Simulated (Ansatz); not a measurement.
# WSe2: the cost of one run

Computed with Ansatz 0.2.0 (DFT PBE, scalar-relativistic, plane waves, PAW, unless a step's input says otherwise).

3 further runs of the same task are left out: 1 for a known fault of the program, 1 that didn't finish, 1 set aside as unsound or not needed. Runs told in other sessions of the task aren't counted.

**1. The starting structure**

It takes space group P6_3/mmc (No. 194, hexagonal). Conventional cell: a = 3.301 Å, b = 3.301 Å, c = 13.013 Å, α = 90.00°, β = 90.00°, γ = 120.00°. W (site symmetry -6m2) is surrounded by 6 Se at 2.54 Å. Se (site symmetry 3m) is surrounded by 3 W at 2.54 Å.

As a file:

```cif
data_structure
_symmetry_space_group_name_H-M 'P6_3/mmc'
_symmetry_Int_Tables_number 194
_cell_length_a 3.3009
_cell_length_b 3.3009
_cell_length_c 13.0131
_cell_angle_alpha 90.000
_cell_angle_beta 90.000
_cell_angle_gamma 120.000
_cell_volume 122.80
loop_
_atom_site_label
_atom_site_type_symbol
_atom_site_symmetry_multiplicity
_atom_site_Wyckoff_symbol
_atom_site_fract_x
_atom_site_fract_y
_atom_site_fract_z
_atom_site_occupancy
W1 W 2 c 0.33333 0.66667 0.25000 1
Se1 Se 4 f 0.33333 0.66667 0.62100 1
```

The moments start at W 2.00 μB.

**2. Relaxing cell and atoms**

Contents of input.yaml:

```yaml
crystal:
  lattice:
    - [3.3009287582, 0.0, 0.0]
    - [-1.6504643791, 2.8586881606, 0.0]
    - [0.0, 0.0, 13.0130900175]
  atoms:
    - { symbol: W, position: [0.3333333333, 0.6666666667, 0.25], spin: 2.0 }
    - { symbol: W, position: [0.6666666667, 0.3333333333, 0.75], spin: 2.0 }
    - { symbol: Se, position: [0.3333333333, 0.6666666667, 0.621] }
    - { symbol: Se, position: [0.6666666667, 0.3333333333, 0.121] }
    - { symbol: Se, position: [0.3333333333, 0.6666666667, 0.879] }
    - { symbol: Se, position: [0.6666666667, 0.3333333333, 0.379] }
basis:
  ecutwfc: 420
  ecutrho_ratio: 4
kpoints:
  mp_grid: { grid: [10, 10, 4] }
hamiltonian:
  xc: pbe
scf:
  occupations: { method: gaussian, width: 0.05 }
output:
  forces: true
  stress: true
  eigenvalues: true
  populations: true
magnetization:
  spin_polarized: true
relax:
  f_tol: 0.01
  max_steps: 60
  cell: { stress_tol: 0.04 }
```

Started as:

```bash
$ ansatz run input.yaml --threads 4 --pin off --max-ram 7168MiB --backend cpu --events-out ev --progress --plain --runs-dir out
```

What time and memory should one allow on 4 threads of Arm Neoverse V2, shared host?

About 2.8 min, with a peak of 0.85 GiB.
